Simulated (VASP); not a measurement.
The system is Co.

```
CELL_PARAMETERS angstrom
0.00000 1.75666 1.75666
1.75666 0.00000 1.75666
1.75666 1.75666 0.00000
ATOMIC_POSITIONS crystal
Co 0.00000 0.00000 0.00000
```

This isn't the form of Co at room conditions, which is hcp.

| Property | Result |
| --- | --- |
| Program | VASP 6.6.1 |
| Task | single point |
| Functional | PBE |
| Potentials or basis | VASP PAW PBE potentials, release 64 (Co) |
| Cutoff | 520 eV |
| k mesh | 13 × 13 × 13 |
| Occupations | fermi-dirac, width 0.05 eV |
| Spin | collinear spin, ferromagnetic start |
| Starting moments | [2.0] μB |

On this cell: pressure 0.4 GPa; net moment 1.63 μB per cell; site moments Co +1.65 μB; band gap on the k mesh none (metal or under the smearing width).

The same run follows on a disturbed copy (cell strained at random at fixed volume):

```
Co
1.0
     0.00328    1.75657    1.80393
     1.76704    0.03018    1.77704
     1.76833    1.73097    0.02888
Co
1
Direct
  0.98808 0.01716 0.99671
```

Task: What changes?

Result: The energy (extrapolated to zero smearing) moves by +7.2 meV/atom; pressure 0.6 GPa; net moment 1.63 μB per cell; site moments Co +1.65 μB; band gap on the k mesh none (metal or under the smearing width).

Stress tensor (GPa, compression positive):
```
-0.15 -0.40 -0.16
-0.40  2.82 -4.92
-0.16 -4.92 -0.77
```
